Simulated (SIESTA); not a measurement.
CuO (Tenorite):

```
Cu O
1.0
     2.34185   -1.71130    0.00000
     2.34185    1.71130    0.00000
    -0.85003    0.00000    5.05787
Cu O
2 2
Direct
  0.50000 0.00000 0.50000
  0.00000 0.50000 0.00000
  0.41840 0.58160 0.75000
  0.58160 0.41840 0.25000
```

Base run:

* Program: SIESTA 5.4.2
* Functional: VV10
* Potentials or basis: PseudoDojo 0.4 standard (PBE files)
* Basis: DZP (energy shift 0.002 Ry)
* Grid cutoff: 800 Ry
* Energy shift: 0.002 Ry
* k mesh: 10 × 10 × 5
* Occupations: fermi-dirac, width 0.05 eV
* Spin: no spin polarisation

Its results: band gap on the k mesh none (metal or under the smearing width); pressure 9.2 GPa; largest force 0.013 eV/Å.

Q: After a change of settings the same cell gave: band gap on the k mesh none (metal or under the smearing width); pressure 6.7 GPa; largest force 0.098 eV/Å. Which change was it?
A. functional from VV10 to LDA-PZ; potentials or basis from PseudoDojo 0.4 standard (PBE files) to PseudoDojo 0.4 standard (LDA files)
B. functional from VV10 to SVWN5; potentials or basis from PseudoDojo 0.4 standard (PBE files) to PseudoDojo 0.4 standard (LDA files)
C. functional from VV10 to BP86
D. functional from VV10 to revPBE

A: C.

Caveats: semicore shells carry a single zeta, which can move pressures by several GPa and volumes by a few percent; the potentials were made for another functional, which shifts forces and pressure; the basis of atomic orbitals isn't converged, which shifts pressures, moduli and gaps; the run has no spin polarisation, though such a crystal can be magnetic; semilocal functionals often make such compounds metallic where correlation or magnetic order opens a gap, which also shifts bond lengths; the non-local part is tabulated coarsely and may be off by about a percent (some runs).
